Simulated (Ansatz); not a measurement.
I in Ansatz: the effect of exact exchange

The system is I.

```
CELL_PARAMETERS angstrom
3.63503 -2.39502 0.00000
3.63503 2.39502 0.00000
0.00000 0.00000 9.79344
ATOMIC_POSITIONS crystal
I 0.64930 0.35070 0.38440
I 0.14930 0.85070 0.11560
I 0.35070 0.64930 0.61560
I 0.85070 0.14930 0.88440
```

Alike in all runs:

| Quantity | Value |
| --- | --- |
| Program | Ansatz 0.2.0 |
| Task | single point |
| Functional | HSE06 form with a typed share of exact exchange |
| Potentials or basis | Ansatz PAW |
| Cutoff | 420 eV (not typed: the program's choice for these potentials) |
| k mesh | 4 × 4 × 2 |
| Occupations | fermi-dirac, width 0.05 eV |
| Spin | no spin polarisation |

Problem. One run gave: gap on the mesh 2.16 eV; pressure 1.0 GPa; largest force 0.30 eV/Å. Which exact exchange did it use?
A. 0.25
B. 0.4
C. 0.5
D. 0.3

Solution. A.

```csv
exact exchange,gap on the mesh (eV),pressure (GPa),largest force (eV/Å)
0.25,2.16,1.0,0.30
0.3,2.35,0.8,0.19
0.4,2.74,0.6,0.04
0.5,3.15,0.3,0.20
```

Caveats: spin-orbit coupling is left out, which moves the levels of the heavy elements; the PAW data sets come from PBE, with cores solved anew for the run's functional, which leaves a small shift of forces and pressure; the thresholds are loose for stress.

A k mesh can miss the band edges.
